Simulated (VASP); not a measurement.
# BN (Fmm2) in VASP: further runs, part 2 of 2

VASP 6.6.1.

### 3 Relaxation of cell and atoms, LDA

The input, INCAR:

```
SYSTEM = BN
ALGO = Fast
EDIFF = 1E-7
EDIFFG = -0.005
ENCUT = 600
IBRION = 2
ISIF = 3
ISMEAR = 0
LASPH = .True.
LCHARG = .False.
LREAL = .False.
LWAVE = .False.
NELM = 100
NSW = 90
PREC = Accurate
SIGMA = 0.02
```

The input, KPOINTS:

```
k-points
0
Gamma
  12 12 12
  0 0 0
```

The input, POSCAR:

```
BN
1.0
    0.0000000000      3.4953158300      2.1660912400
    1.2516321000      0.0000000000      2.1660912400
    1.2516321000      3.4953158300      0.0000000000
B N
1 1
Direct
    0.0000486500      0.0000486500      0.9999513500
    0.6666513400      0.6666513400      0.3333486600
```

Potentials or basis: VASP PAW LDA potentials, release 64 (B, N).

Command:

```console
cat potpaw_LDA.64/B/POTCAR potpaw_LDA.64/N/POTCAR > POTCAR
mpirun -np 1 vasp_std > vasp.out
```

OUTCAR:

```text
SYSTEM = BN
   EDIFF = 1E-7
   EDIFFG = -0.005
   ENCUT = 600
   IBRION = 2
   ISIF = 3
   ISMEAR = 0
   LASPH = .True.
   LREAL = .False.
   NELM = 100
   NSW = 90
   PREC = Accurate

 ion  position               nearest neighbor table
   1  0.000  0.000  1.000-   2 1.44   2 1.44   2 1.44
   2  0.667  0.667  0.333-   1 1.44   1 1.44   1 1.44

  LATTYP: Found a face centered orthorhombic cell.
 ALAT       =     2.5032642000
 B/A-ratio  =     1.7306133647
 C/A-ratio  =     2.7926064137

  Lattice vectors:

 A1 = (   0.0000000000,   3.4953158300,   2.1660912400)
 A2 = (  -1.2516321000,   3.4953158300,   0.0000000000)
 A3 = (  -1.2516321000,   0.0000000000,   2.1660912400)

Analysis of symmetry for initial positions (statically):
=====================================================================
 Subroutine PRICEL returns:
 Original cell was already a primitive cell.

 Routine SETGRP: Setting up the symmetry group for a
 face centered orthorhombic supercell.

 Subroutine GETGRP returns: Found  4 space group operations
 (whereof  4 operations were pure point group operations)
 out of a pool of  8 trial point group operations.

The static configuration has the point symmetry C_2v.

Analysis of symmetry for dynamics (positions and initial velocities):
=====================================================================
 Subroutine PRICEL returns:
 Original cell was already a primitive cell.

 Routine SETGRP: Setting up the symmetry group for a
 face centered orthorhombic supercell.

 Subroutine GETGRP returns: Found  4 space group operations
 (whereof  4 operations were pure point group operations)
 out of a pool of  8 trial point group operations.

The dynamic configuration has the point symmetry C_2v.

 Subroutine INISYM returns: Found  4 space group operations
 (whereof  4 operations are pure point group operations),
 and found     1 'primitive' translations

----------------------------------------------------------------------------------------

                                     Primitive cell

  volume of cell :      18.9526

  direct lattice vectors                    reciprocal lattice vectors
     0.000000000  3.495315830  2.166091240    -0.399478409  0.143048590  0.230830535
     1.251632100  0.000000000  2.166091240     0.399478409 -0.143048590  0.230830535
     1.251632100  3.495315830  0.000000000     0.399478409  0.143048590 -0.230830535

  length of vectors
     4.112077822  2.501706252  3.712656147     0.483041027  0.483041027  0.483041027

  position of ions in fractional coordinates (direct lattice)
     0.000048650  0.000048650  0.999951350
     0.666651340  0.666651340  0.333348660

  ion indices of the primitive-cell ions
   primitive index   ion index
                 1           1
                 2           2

----------------------------------------------------------------------------------------

 KPOINTS: k-points

[... 60 lines left out ...]
   ICHARG =      2    charge: 1-file 2-atom 10-const
   ISPIN  =      1    spin polarized calculation?
   LNONCOLLINEAR =      F non collinear calculations
   LSORBIT =      F    spin-orbit coupling
   LASPH  =      T    aspherical Exc in radial PAW
   ENCUT  =  600.0 eV  44.10 Ry    6.64 a.u.   8.21  5.00  7.42*2*pi/ulx,y,z
   NELM   =    100;   NELMIN=  2; NELMDL= -5     # of ELM steps
   EDIFF  = 0.1E-06   stopping-criterion for ELM
   LREAL  =      F    real-space projection
   EDIFFG = -.5E-02   stopping-criterion for IOM
   NSW    =     90    number of steps for IOM
   IBRION =      2    ionic relax: 0-MD 1-quasi-New 2-CG
   NFREE  =      1    steps in history (QN), initial steepest desc. (CG)
   ISIF   =      3    stress and relaxation
   ISYM   =      2    0-nonsym 1-usesym 2-fastsym
   POTIM  = 0.5000    time-step for ionic-motion
   TEBEG  =    0.0;   TEEND  =   0.0 temperature during run
   PSTRESS=    0.0 pullay stress
   NELECT =       8.0000    total number of electrons
   NUPDOWN=      -1.0000    fix difference up-down
   EMIN   =  10.00;   EMAX   =-10.00  energy-range for DOS
   EFERMI =   0.00;   METHOD = LEGACY
   ISMEAR =     0;   SIGMA  =   0.02  broadening in eV -4-tet -1-fermi 0-gaus
   EFERMI_NEDOS =   21; number of points for ismear=-14 and -15
   IALGO  =     68    algorithm
   IMIX   =      4    mixing-type and parameters
     AMIX     =   0.40;   BMIX     =  1.00
     AMIX_MAG =   1.60;   BMIX_MAG =  1.00
  volume/ion in A,a.u.               =       9.48        63.95
  Fermi-wavevector in a.u.,A,eV,Ry     =   1.228047  2.320672 20.518928  1.508099
  Thomas-Fermi vector in A             =   2.362987
   LORBIT       =      0    0 simple, 1 ext, 2 COOP (PROOUT), +10 PAW based schemes
   GGA     = CA    functional components
   LHFCALC =     F    Hartree Fock is set to
   AEXX    =    0.0000 exact exchange contribution
   IVDW    =     0    specifies the selected vdW correction
   LEPSILON=     F    determine dielectric tensor
   LRPA    =     F    only Hartree local field effects (RPA)
 conjugate gradient relaxation of ions
 non-spin polarized calculation
 RMM-DIIS sequential band-by-band and
 Gauss-broadening in eV      SIGMA  =   0.02
  energy-cutoff  :      600.00
  volume of cell :       18.95
 maximum number of plane-waves:       650
 NGX is ok and might be reduce to    36
   NGX = 17   NGY =  9   NGZ = 15

--------------------------------------- Ionic step        1  -------------------------------------------

 number of electron       8.0000000 magnetization

 Free energy of the ion-electron system (eV)
  ---------------------------------------------------
  ext. energy  EPLUGINS =         0.00000000
  ---------------------------------------------------
  free energy    TOTEN  =       -19.28165731 eV

  energy without entropy =      -19.28165731  energy(sigma->0) =      -19.28165731

------------------------ aborting loop because EDIFF is reached ----------------------------------------

  FORCE on cell =-STRESS in cart. coord.  units (eV):
  Direction    XX          YY          ZZ          XY          YZ          ZX
  --------------------------------------------------------------------------------------
  -------------------------------------------------------------------------------------
  Total       -0.6228848     -0.1561258     -0.6173853      0.0000000      0.0000000      0.0000000
  in kB      -52.6560682    -13.1982187    -52.1911651      0.0000000      0.0000000      0.0000000
  external PRESSURE =     -39.3484840 kB  Pullay stress =       0.0000000 kB
[... 89 lines left out ...]
  FREE ENERGIE OF THE ION-ELECTRON SYSTEM (eV)
  ---------------------------------------------------
  free  energy   TOTEN  =       -19.2850383084 eV

  energy  without entropy=      -19.2850383084  energy(sigma->0) =      -19.28503831

[... ionic steps 4 to 17 ...]

--------------------------------------- Ionic step       18  -------------------------------------------

 number of electron       8.0000000 magnetization

------------------------ aborting loop because EDIFF is reached ----------------------------------------
[... 67 lines left out ...]
--------------------------------------- Ionic step       20  -------------------------------------------

 number of electron       8.0000000 magnetization

 Free energy of the ion-electron system (eV)
  ---------------------------------------------------
  ext. energy  EPLUGINS =         0.00000000
  ---------------------------------------------------
  free energy    TOTEN  =       -19.29183369 eV

  energy without entropy =      -19.29183369  energy(sigma->0) =      -19.29183369

 E-fermi :   2.7192     XC(G=0): -10.7044

 val. band max:        2.5892509853   @ k =   0.4167  -0.4167   0.0833
 cond. band min:       5.9029314157   @ k =   0.0000   0.5000   0.5000
 fundamental gap:      3.3136804304
 Fermi energy:         2.7191538406

 k-point     1 :       0.0000    0.0000    0.0000
  band No.  band energies     occupation
      1     -15.3098      2.00000
      2      -1.6725      2.00000
      3       1.1124      2.00000
      4       1.1183      2.00000
      5       7.4909      0.00000
      6      14.0196      0.00000
      7      14.1397      0.00000
      8      15.6505      0.00000
[... 243 lines left out ...]
 k-point    24 :      -0.4167    0.1667    0.0000
  band No.  band energies     occupation
      1     -11.7094      2.00000
      2      -6.2026      2.00000
      3      -3.0802      2.00000
      4       1.8384      2.00000
      5       7.1031      0.00000
      6      14.0415      0.00000
      7      16.0001      0.00000
      8      18.0008      0.00000

 [... further k-points ...]
[... 5 lines left out ...]
  --------------------------------------------------------------------------------------
  -------------------------------------------------------------------------------------
  Total       -0.0084059      0.0005122     -0.0024302      0.0000000      0.0000000      0.0000000
  in kB       -0.7730792      0.0471089     -0.2235043      0.0000000      0.0000000      0.0000000
  external PRESSURE =      -0.3164915 kB  Pullay stress =       0.0000000 kB
[... 17 lines left out ...]
  FREE ENERGIE OF THE ION-ELECTRON SYSTEM (eV)
  ---------------------------------------------------
  free  energy   TOTEN  =       -19.2918336919 eV

  energy  without entropy=      -19.2918336919  energy(sigma->0) =      -19.29183369

 reached required accuracy - stopping structural energy minimisation
```

Run time: 3.7 min. Hardware: 1 thread of Intel Xeon 6975P-C (Granite Rapids), shared host; peak memory 0.2 GiB.

What came out:

* Free energy: -19.2918 eV
* Relaxed volume: 8.71 Å³/atom
* Relaxed cell: a = 3.895 Å, b = 2.488 Å, c = 3.477 Å, α = 79.66°, β = 38.94°, γ = 61.40°
* Space group after relaxing (to 0.05 Å): Fmm2 (No. 42)
* Energy gained by relaxing: 5.1 meV/atom
* Ionic steps: 20
* Pressure after relaxing: 0.0 GPa
* Largest force after relaxing: 0.005 eV/Å
* Band gap on the k mesh: 3.31 eV, indirect (least direct gap 4.43 eV)

Forces on the atoms (eV/Å):
```
B    0.000  0.000  0.005
N    0.000  0.000 -0.005
```

The path:
```csv
step,energy change (eV),largest force (eV/Å),pressure (GPa),volume (Å³)
1,0.0000,0.0105,-3.93,18.95
2,0.0088,0.0371,6.93,18.32
3,-0.0034,0.0044,-0.36,18.73
4,-0.0034,0.0047,-0.30,18.73
5,-0.0039,0.0126,-0.25,18.66
6,-0.0054,0.0648,-0.22,18.47
7,-0.0077,0.1703,-0.07,18.08
8,-0.0083,0.3855,0.42,17.31
9,-0.0089,0.2910,0.18,17.64
10,-0.0090,0.2751,0.18,17.63
11,-0.0094,0.2278,0.18,17.58
12,-0.0099,0.1338,0.13,17.49
13,-0.0101,0.0517,0.09,17.30
14,-0.0102,0.0211,0.10,17.37
15,-0.0102,0.0193,0.09,17.38
16,-0.0102,0.0140,0.04,17.39
17,-0.0102,0.0034,-0.06,17.42
18,-0.0102,0.0069,-0.01,17.41
19,-0.0102,0.0056,-0.02,17.42
20,-0.0102,0.0045,-0.03,17.42
```

Final structure:
```cif
data_structure
_symmetry_space_group_name_H-M 'P 1'
_symmetry_Int_Tables_number 1
_cell_length_a 3.8954
_cell_length_b 2.4885
_cell_length_c 3.4765
_cell_angle_alpha 79.664
_cell_angle_beta 38.936
_cell_angle_gamma 61.399
_cell_volume 17.42
loop_
_atom_site_label
_atom_site_type_symbol
_atom_site_fract_x
_atom_site_fract_y
_atom_site_fract_z
_atom_site_occupancy
B1 B 0.00013 0.00013 0.99987 1
N1 N 0.66657 0.66657 0.33343 1
```

A k mesh can miss the band edges.
